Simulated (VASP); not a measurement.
Runs of VASP 6.6.1 on KI. The structure is cubic, space group Fm-3m (No. 225). Conventional cell: a = 7.016 Å, b = 7.016 Å, c = 7.016 Å, α = 90.00°, β = 90.00°, γ = 90.00°. K (site symmetry m-3m) has 6 I at 3.51 Å as nearest neighbours. Around I (site symmetry m-3m) lie 6 K at 3.51 Å. 

```csv
task,level,cell,k mesh,cutoff (eV),grid for exact exchange (PRECFOCK),screening parameter,exchange at q = 0,share of exact exchange,gap on the mesh (eV),pressure (GPa)
relaxation of cell and atoms,PBEsol,relaxed,8 × 8 × 8,600,-,-,-,-,3.86,0.0
band structure,HSE06,as given,4 × 4 × 4,520,Fast,0.2 1/A,-,-,5.03,0.7
band structure,PBE0,as given,4 × 4 × 4,520,Fast,-,truncated,-,5.70,0.7
band structure,PBE-EpsX,as given,4 × 4 × 4,520,Fast,-,truncated,0.3441,(b),(a)
```

Alike in all rows: potentials or basis VASP PAW PBE potentials, release 64 (K_sv, I); no spin polarisation; smearing gaussian 0.03 eV.

Estimate the missing entries.

(a) 0.6; (b) 6.35.

Caveats: the PAW data sets were made with another functional, which shifts forces and pressure a little; spin-orbit coupling is left out, which moves the levels of the heavy elements; the relaxation stopped at its first step, so nothing moved (some runs).

A k mesh can miss the band edges, and the runs leave out spin-orbit coupling on I.

Runs at the PBE level aren't shown here.
